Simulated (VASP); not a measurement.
**Si2Mo under changes of volume**

One of the cells (13.684 Å³/atom); the others are scaled copies at fixed shape and fractional positions:

```
Mo Si
1.0
    -1.61060    1.61060    3.95653
     1.61060   -1.61060    3.95653
     1.61060    1.61060   -3.95653
Mo Si
1 2
Direct
  0.00000 0.00000 0.00000
  0.66700 0.66700 0.00000
  0.33300 0.33300 0.00000
```

| Item | Value |
| --- | --- |
| Program | VASP 6.6.1 |
| Functional | PBE |
| Potentials or basis | VASP PAW PBE potentials, release 64 (Mo_sv, Si) |
| Cutoff | 520 eV |
| k mesh | 12 × 12 × 12 |
| Occupations | fermi-dirac, width 0.05 eV |
| Spin | no spin polarisation |

| volume (Å³/atom) | energy over the lowest point (meV/atom) | pressure (GPa) | largest force (eV/Å) |
| --- | --- | --- | --- |
| 12.611 | 49.55 | 17.9 | 0.170 |
| 12.879 | 24.42 | 12.2 | 0.207 |
| 13.148 | 8.39 | 7.0 | 0.242 |
| 13.684 | 0.00 | -1.7 | 0.305 |
| 13.953 | ? | ? | ? |
| 14.221 | 18.02 | -8.8 | 0.360 |

Question: What does the run at 13.953 Å³/atom give?

Answer: Energy over the lowest point 6.06 meV/atom; pressure -5.5 GPa; largest force 0.334 eV/Å.

Worked out: A Birch-Murnaghan fit of order 3 (a polynomial in V^(-2/3)) to the other rows has its minimum at 13.57 Å³/atom with B0 = V·E''(V) = 208 GPa and B' = 4.5 at fixed shape and positions, which overstates the stiffness. It gives 6.07 meV/atom at 13.953 Å³/atom, against the run's 6.06, and -dE/dV = -5.4 GPa, against -5.5.

Energies are extrapolated to zero smearing.
